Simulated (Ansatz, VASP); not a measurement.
**As: VASP beside Ansatz**

The input INCAR:

```
SYSTEM = As
PREC     = Accurate       ! precision mode
ENCUT    = 520            ! plane-wave cutoff, eV
EDIFF    = 1E-6           ! SCF threshold, eV
ISMEAR   = 0              ! smearing method
SIGMA    = 0.1            ! smearing width, eV
LREAL    = .False.        ! projectors in reciprocal space
LASPH    = .True.         ! aspherical terms in the spheres
NELM     = 60             ! most SCF steps
ALGO     = Normal         ! electronic algorithm
ISIF     = 2              ! what is computed and relaxed
LWAVE    = .False.        ! write WAVECAR
LCHARG   = .True.         ! write CHGCAR
GGA      = PE             ! functional
LELF     = .True.         ! ELF
LVHAR    = .True.       
NBANDS   = 8              ! bands
```

The input KPOINTS:

```
Automatic mesh
0
Gamma
  16 16 16
  0 0 0
```

Contents of POSCAR:

```
As
1.0
    2.7271226651      0.0000000000      0.0000000000
    0.0000000000      2.7271226651      0.0000000000
    0.0000000000      0.0000000000      2.7271226651
As
1
Direct
    0.5000000000      0.5000000000      0.5000000000
```

Input for Ansatz:

```yaml
crystal:
  lattice:
    - [2.7271226651, 0.0, 0.0]
    - [0.0, 2.7271226651, 0.0]
    - [0.0, 0.0, 2.7271226651]
  atoms:
    - { symbol: As, position: [0.5, 0.5, 0.5] }
basis:
  ecutwfc: 420
kpoints:
  mp_grid: { grid: [16, 16, 16] }
hamiltonian:
  xc: pbe
scf:
  occupations: { method: gaussian, width: 0.1 }
output:
  forces: true
  stress: true
  eigenvalues: true
```

Alike in both runs: task single point; functional PBE; k mesh 16 × 16 × 16; occupations gaussian, width 0.1 eV; no spin polarisation.

```csv
,VASP,Ansatz
version,VASP 6.6.1,Ansatz 0.2.0
potentials or method,"VASP PAW PBE potentials, release 64 (As)","scalar-relativistic, plane waves, PAW"
plane-wave cutoff (eV),520,420
valence electrons in the cell,5,15
```

```csv
,VASP,Ansatz,Ansatz less VASP
gap on the k mesh at the Fermi level (eV),none,none,-
pressure (GPa),0.2,0.1,-0.16
```

A gap of «none» marks a metal or a gap that the smearing closes. The functional is the same, so the differences come from potentials, cutoffs and numerics. The two sets of potentials don't hold the same shells in valence.
